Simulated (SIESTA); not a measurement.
The system is P.

```
P
1.0
     1.64774   -5.46504    0.00000
     1.64774    5.46504    0.00000
     0.00000    0.00000    4.54364
P
4
Direct
  0.90414 0.09586 0.58882
  0.09586 0.90414 0.41118
  0.59586 0.40414 0.08882
  0.40414 0.59586 0.91118
```

| Item | Value |
| --- | --- |
| Program | SIESTA 5.4.2 |
| Task | relaxation of cell and atoms |
| Functional | PBEsol |
| Potentials or basis | PseudoDojo 0.4 standard (PBEsol files) |
| Basis | DZP (energy shift 0.002 Ry) |
| Grid cutoff | 500 Ry |
| Energy shift | 0.002 Ry |
| k mesh | 6 × 6 × 4 |
| Occupations | fermi-dirac, width 0.05 eV |
| Spin | no spin polarisation |

At the start: pressure 1.0 GPa; volume 20.46 Å³/atom.

Task: How do energy, volume and symmetry change on relaxing?

Result: Over 17 steps the energy falls by 37.7 meV/atom and the volume is 17.42 Å³/atom (-14.9 %); space group Cmce (No. 64, to 0.05 Å).

The path:
```csv
step,energy change (eV),largest force (eV/Å),pressure (GPa),volume (Å³)
1,0.0000,0.5760,0.96,81.83
2,-0.0257,0.3332,-0.17,81.93
3,-0.0396,0.0514,-1.38,81.89
4,-0.0442,0.0490,-1.30,81.53
5,-0.0594,0.3937,-2.61,78.43
6,-0.0942,0.2699,-1.17,74.97
7,-0.0834,0.0955,-0.84,78.02
8,-0.1064,0.1934,0.15,75.84
9,-0.1397,0.0757,1.03,68.05
10,-0.1418,0.0760,0.89,68.34
11,-0.1344,0.1411,1.39,67.52
12,-0.1397,0.0900,0.83,68.16
13,-0.1325,0.0848,1.48,67.31
14,-0.1481,0.0947,-0.08,69.90
15,-0.1505,0.0384,-0.24,70.34
16,-0.1508,0.0042,-0.03,69.94
17,-0.1508,0.0028,0.03,69.67
```

Final structure:
```
CELL_PARAMETERS angstrom
1.69990 -5.07899 0.00000
1.69990 5.07899 0.00000
0.00000 0.00000 4.03487
ATOMIC_POSITIONS crystal
P 0.89169 0.10831 0.56473
P 0.10831 0.89169 0.43527
P 0.60831 0.39169 0.06473
P 0.39169 0.60831 0.93527
```

Caveat: the basis of atomic orbitals isn't converged, which shifts pressures, moduli and gaps.
